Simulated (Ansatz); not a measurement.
# Cr: single point with RPBE

Cr:

```
CELL_PARAMETERS angstrom
-1.48445 1.48445 1.48445
1.48445 -1.48445 1.48445
1.48445 1.48445 -1.48445
ATOMIC_POSITIONS crystal
Cr 0.00000 0.00000 0.00000
```

* Program: Ansatz 0.2.0
* Task: single point
* Functional: RPBE
* Potentials or basis: Ansatz PAW
* Cutoff: 420 eV (not typed: the program's choice for these potentials)
* k mesh: 12 × 12 × 12
* Occupations: gaussian, width 0.05 eV
* Spin: collinear spin, ferromagnetic start
* Starting moments: [3.0] μB

```yaml
Pressure: -20.5 GPa
Band_gap_on_the_k_mesh: none (metal or under the smearing width)
Net_moment: 0.00 μB per cell
Absolute_moment: 0.00 μB per cell
```

Levels at points of the mesh, in eV from the Fermi level:
Spin up:
| k point | band 5 | band 6 | band 7 | band 8 | band 9 | band 10 |
| --- | --- | --- | --- | --- | --- | --- |
| (0.00, 0.00, 0.00) | -7.39 | -0.70 | -0.70 | -0.70 | 1.08 | 1.08 |
| (0.00, 0.00, -0.50) | -3.81 | -2.01 | 0.85 | 1.05 | 1.35 | 2.45 |
| (-0.50, -0.50, -0.50) | -3.55 | -3.55 | 2.13 | 2.13 | 2.13 | 9.57 |
Spin down:
```csv
k point,band 4,band 5,band 6,band 7,band 8,band 9,band 10,band 11
"(0.00, 0.00, 0.00)",-42.83,-7.39,-0.70,-0.70,-0.70,1.08,1.08,21.31
"(0.00, 0.00, -0.50)",-42.83,-3.81,-2.01,0.85,1.05,1.35,2.45,8.57
"(-0.50, -0.50, -0.50)",-43.26,-3.55,-3.55,2.13,2.13,2.13,9.57,9.57
```

Wall time 2.2 s on 2 threads of Intel(R) Xeon(R) Processor @ 2.70GHz, with other jobs on the host, peak memory 0.32 GiB.

Caveat: the starting moments collapsed, and a magnetic state may lie lower; so large a pressure means that the cell lies far from this level's equilibrium, or that cutoff or potentials fall short; the PAW data sets come from PBE, with cores solved anew for the run's functional, which leaves a small shift of forces and pressure; the starting moments weren't kept.
